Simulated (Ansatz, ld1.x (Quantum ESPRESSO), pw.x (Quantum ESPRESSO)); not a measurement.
# From atom to crystal: TM potential for Fe

```
Element                 : iron (Fe)
Generator               : ld1.x (Quantum ESPRESSO) 7.5
Type                    : norm-conserving Troullier–Martins (Kleinman–Bylander form)
Functional              : PBE
Relativity              : scalar-relativistic
Frozen core             : [Ar]
Valence charge          : 8
Reference configuration : 3d6 4s2 4p0
Partial waves           : 4s (bound): rc 2.05 bohr; 4p (bound, empty): rc 2.70 bohr; 3d (bound): rc 1.70 bohr
Local potential         : all-electron potential smoothed inside 2.00 bohr (lloc = -1)
Core correction         : none
```

Crystal test: sc Fe in pw.x 7.5, no spin, 14³ k-points, Fermi–Dirac smearing 0.01 Ry, cutoffs 170/680 Ry. The reference is all-electron LAPW (Ansatz 0.2.0) with the same functional, mesh and smearing; V0 and B0 come from Birch–Murnaghan fits to the pressures at five volumes. Errors are pseudo minus all-electron; Δ is the rms difference of the E(V) curves that follow from these fits, minima aligned, over ±6 % about the mean V0. Mesh and smearing are coarse, so the numbers serve the comparison and aren't converged zero-temperature values; the lattice is a test structure that the element need not adopt. Spin polarisation and strong correlation are left out, which matters for this element.

```json
{"V (Å³/atom)": "11.100", "P all-electron (GPa)": "12.55", "P pseudo (GPa)": "14.43"}
{"V (Å³/atom)": "11.392", "P all-electron (GPa)": "6.22", "P pseudo (GPa)": "7.94"}
{"V (Å³/atom)": "11.684", "P all-electron (GPa)": "0.70", "P pseudo (GPa)": "2.26"}
{"V (Å³/atom)": "11.976", "P all-electron (GPa)": "-4.10", "P pseudo (GPa)": "-2.69"}
{"V (Å³/atom)": "12.268", "P all-electron (GPa)": "-8.28", "P pseudo (GPa)": "-7.01"}
```

All-electron: a0 = 2.272 Å (V0 = 11.72 Å³/atom), B0 = 202.5 GPa.

Pseudopotential: mean pressure error (GPa): +1.57; a0 (Å): 2.277; a0 error (%): +0.25; B0 error (%): -0.4; Δ (meV/atom): 3.9. The largest radius (2.70 bohr) exceeds half the bond length (2.14 bohr), so the spheres overlap, which is one possible source of error among others.

At the middle volume, how do free energy and pressure move when the wave cutoff is lowered (ecutrho kept at four times it)?

```tsv
cutoff (Ry)	shift of F (meV/atom)	shift of P (GPa)
76	+502.6	-54.86
102	+20.9	+0.01
136	+13.1	-0.31
```

The run at the middle volume (120 k-points, 7 iterations) took about 32 s on one core of a shared host (Neoverse-V1, 32 threads, 247 GiB, load 26).
